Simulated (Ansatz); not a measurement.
# Symmetry broken, then relaxed in Al2Cu

Computed with DFT LDA, scalar-relativistic, plane waves, PAW (Ansatz). Settings: plane waves to 420 eV, k-mesh 10×10×10 (Γ-centred), Gaussian smearing 0.15 eV. No spin polarisation. Energies are free energies at this smearing, counted from the undisturbed cell; pressure is positive in compression.

Zero of the scan (relaxed at this level; it needn't be the usual structure):

```
Al Cu
1.0
    -2.96609    2.96609    2.39295
     2.96609   -2.96609    2.39295
     2.96609    2.96609   -2.39295
Al Cu
4 2
Direct
  0.15960 0.65960 0.81919
  0.65960 0.84040 0.50000
  0.84040 0.34040 0.18081
  0.34040 0.15960 0.50000
  0.75000 0.75000 0.00000
  0.25000 0.25000 0.00000
```

The atoms are displaced (Å, in the unstrained cell):

| atom | ux | uy | uz |
| --- | --- | --- | --- |
| Al1 | 0.102 | -0.323 | 0.138 |
| Al2 | -0.171 | -0.034 | 0.212 |
| Al3 | 0.049 | -0.052 | -0.199 |
| Al4 | -0.092 | 0.045 | -0.022 |
| Cu5 | 0.346 | 0.301 | 0.317 |
| Cu6 | -0.234 | 0.062 | -0.447 |

The atoms are then relaxed in that fixed cell.

**Question.** Does the relaxation return to the undisturbed structure?

**Answer.** Yes (up to a choice of domain or origin): same space group and volume, and an energy 0.0 meV/atom from it. The disturbance itself cost 1144.8 meV/atom. The final space group reads I4/mcm (tolerance 0.05 Å) and the volume changes by 0.00 %.

Final structure:

```
CELL_PARAMETERS angstrom
-2.96609 2.96609 2.39295
2.96609 -2.96609 2.39295
2.96609 2.96609 -2.39295
ATOMIC_POSITIONS crystal
Al 0.15955 0.65955 0.81909
Al 0.65954 0.84044 0.50000
Al 0.84045 0.34046 0.18090
Al 0.34046 0.15955 0.50000
Cu 0.75000 0.75001 0.00002
Cu 0.24999 0.24999 0.99999
```

The relaxation, step by step (energy from the first step):

| step | ΔE (meV/atom) | largest force component (eV/Å) | pressure (GPa) |
| --- | --- | --- | --- |
| 1 | 0.0 | 16.517 | n/a |
| 2 | -797.9 | 6.017 | n/a |
| 3 | -1076.7 | 1.934 | n/a |
| 4 | -1144.8 | 0.023 | n/a |
| 5 | -1144.8 | 0.023 | n/a |
| 6 | -1144.8 | 0.001 | n/a |

Frames along the relaxation (Å, eV/Å):

```xyz
6
Lattice="-2.966 2.966 2.393 2.966 -2.966 2.393 2.966 2.966 -2.393" Properties=species:S:1:pos:R:3:forces:R:3 pbc="T T T" step=1
Al    4.015    0.624    0.138   -6.530    3.022   -2.814
Al    1.848    0.913    2.605    2.374    0.258   -2.747
Al   -0.898    1.968    2.194    0.392   -0.778    1.210
Al    0.855    2.065   -0.022    1.428    3.834    1.782
Cu    0.346    0.301    3.907    0.417   -2.219  -13.949
Cu   -0.234    0.062    0.750    1.920   -4.116   16.517
6
Lattice="-2.966 2.966 2.393 2.966 -2.966 2.393 2.966 2.966 -2.393" Properties=species:S:1:pos:R:3:forces:R:3 pbc="T T T" step=2
Al    3.934    0.758    0.105   -2.313    1.688   -1.441
Al    1.938    0.904    2.465    0.957    0.326   -1.163
Al   -0.933    1.954    2.302    0.139   -0.284    0.801
Al    0.919    2.071    0.008    0.802    1.137    0.642
Cu    0.280    0.201    3.768   -1.494   -1.521   -4.855
Cu   -0.206    0.044    0.924    1.907   -1.347    6.017
6
Lattice="-2.966 2.966 2.393 2.966 -2.966 2.393 2.966 2.966 -2.393" Properties=species:S:1:pos:R:3:forces:R:3 pbc="T T T" step=3
Al    3.928    0.871    0.052   -0.812    0.687   -0.590
Al    1.975    0.918    2.408    0.446    0.224   -0.417
Al   -0.958    1.967    2.370    0.026    0.156    0.335
Al    0.959    2.039    0.010    0.257    0.349    0.224
Cu    0.152    0.104    3.651   -0.970   -0.851   -1.486
Cu   -0.125    0.033    1.081    1.053   -0.564    1.934
6
Lattice="-2.966 2.966 2.393 2.966 -2.966 2.393 2.966 2.966 -2.393" Properties=species:S:1:pos:R:3:forces:R:3 pbc="T T T" step=4
Al    3.915    0.946    0.001   -0.021    0.003   -0.010
Al    2.017    0.947    2.393    0.014   -0.005   -0.004
Al   -0.948    2.019    2.393    0.011    0.006    0.002
Al    0.948    2.020    0.001   -0.011    0.001   -0.002
Cu    0.003    0.000    3.588   -0.016   -0.004    0.004
Cu   -0.003    0.000    1.195    0.023   -0.003    0.010
6
Lattice="-2.966 2.966 2.393 2.966 -2.966 2.393 2.966 2.966 -2.393" Properties=species:S:1:pos:R:3:forces:R:3 pbc="T T T" step=5
Al    3.915    0.946    0.001   -0.021    0.003   -0.010
Al    2.017    0.947    2.393    0.014   -0.005   -0.004
Al   -0.948    2.019    2.393    0.011    0.006    0.002
Al    0.948    2.020    0.001   -0.011    0.001   -0.002
Cu    0.003    0.000    3.588   -0.016   -0.004    0.004
Cu   -0.003    0.000    1.195    0.023   -0.003    0.010
6
Lattice="-2.966 2.966 2.393 2.966 -2.966 2.393 2.966 2.966 -2.393" Properties=species:S:1:pos:R:3:forces:R:3 pbc="T T T" step=6
Al    3.913    0.946    0.000    0.001    0.001    0.000
Al    2.020    0.946    2.393   -0.001    0.001    0.000
Al   -0.946    2.020    2.393   -0.001   -0.001    0.000
Al    0.946    2.020    0.000    0.001   -0.001    0.000
Cu    0.000    0.000    3.589    0.000    0.000    0.000
Cu    0.000    0.000    1.196    0.000    0.000    0.000
```

Cost: 3 runs of about 16 core-minutes in all, on Intel Xeon Platinum 8259CL (Skylake/Cascade Lake) (shared hosts).